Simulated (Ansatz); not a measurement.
Runs of Ansatz 0.2.0 on Zn. It takes space group Fm-3m (No. 225, cubic). Conventional cell: a = 3.930 Å, b = 3.930 Å, c = 3.930 Å, α = 90.00°, β = 90.00°, γ = 90.00°. Around Zn (site symmetry m-3m) lie 12 Zn at 2.78 Å. This isn't the form of Zn at room conditions, which is hcp.

| task | level | potentials or basis | cell | k mesh | cutoff (eV) | smearing | driver | points for each segment of the path | mesh quality | gap on the mesh (eV) | pressure (GPa) | V0 of scaled cells (Å³/atom) | relaxed volume (Å³/atom) | B0 (GPa) |
| --- | --- | --- | --- | --- | --- | --- | --- | --- | --- | --- | --- | --- | --- | --- |
| single point | B3LYP | Ansatz PAW | as given | 6 × 6 × 6 | 420 | fermi-dirac 0.05 eV | - | - | coarse | none | - | - | - | - |
| equation of state | HSE06 | Ansatz PAW | as given | 8 × 8 × 8 | 420 | fermi-dirac 0.05 eV | - | - | not flagged | - | - | (a) | - | 67 |
| relaxation of cell and atoms | HSE03 | Ansatz PAW | relaxed | 6 × 6 × 6 | 420 | fermi-dirac 0.05 eV | - | - | coarse | none | - | - | 15.14 | - |
| relaxation of cell and atoms | BLYP | Ansatz PAW | relaxed | 12 × 12 × 12 | 420 | fermi-dirac 0.05 eV | - | - | not flagged | none | 0.0 | - | 16.90 | - |
| relaxation of cell and atoms | PBEsol+D4 | Ansatz PAW | relaxed | 12 × 12 × 12 | 420 | fermi-dirac 0.05 eV | - | - | not flagged | none | 0.0 | - | (c) | - |
| relaxation of cell and atoms | PBEsol+D3(BJ) | Ansatz PAW | relaxed | 12 × 12 × 12 | 420 | fermi-dirac 0.05 eV | - | - | not flagged | none | 0.0 | - | 13.41 | - |
| relaxation of cell and atoms | r2SCAN+rVV10 | Ansatz PAW | relaxed | 12 × 12 × 12 | 500 | fermi-dirac 0.15 eV | chain | - | not flagged | none | 0.0 | - | 14.08 | - |
| relaxation of cell and atoms | PBEsol | Ansatz PAW | relaxed | 12 × 12 × 12 | 420 | fermi-dirac 0.05 eV | - | - | not flagged | none | 0.0 | - | (b) | - |
| band structure | HSEsol | Ansatz PAW | as given | 6 × 6 × 6 | 420 | fermi-dirac 0.05 eV | - | 4 | coarse | none | - | - | - | - |
| electric field gradients | B3LYP5+D3(BJ) | JTH PAW | as given | 7 × 7 × 7 | 1080 | cold 0.01 eV | chain | - | not flagged | (d) | - | - | - | - |
| single point | r2SCAN50 | Ansatz PAW | as given | 6 × 6 × 6 | 500 | fermi-dirac 0.05 eV | - | - | coarse | none | - | - | - | - |
| equation of state | PBE0 | Ansatz PAW | as given | 8 × 8 × 8 | 420 | fermi-dirac 0.05 eV | - | - | not flagged | - | - | 15.18 | - | 69 |

Alike in all rows: no spin polarisation.

Problem. Estimate the missing entries.

Solution. (a) 15.28; (b) 14.10; (c) 13.77; (d) 1.23.

Caveats: some runs use coarse meshes; the PAW data sets come from PBE, with cores solved anew for the run's functional, which leaves a small shift of forces and pressure (some runs); the plane-wave basis is chosen anew once the cell has moved, so the energies of steps on either side of that aren't comparable (some runs); the potentials were made for another functional, which shifts forces and pressure (some runs); pairwise dispersion overbinds metals, which lowers pressure and volume (some runs).

A k mesh can miss the band edges.

A gap of «none» marks a metal or a gap under the smearing width.

Not every run made on this cell is shown here.
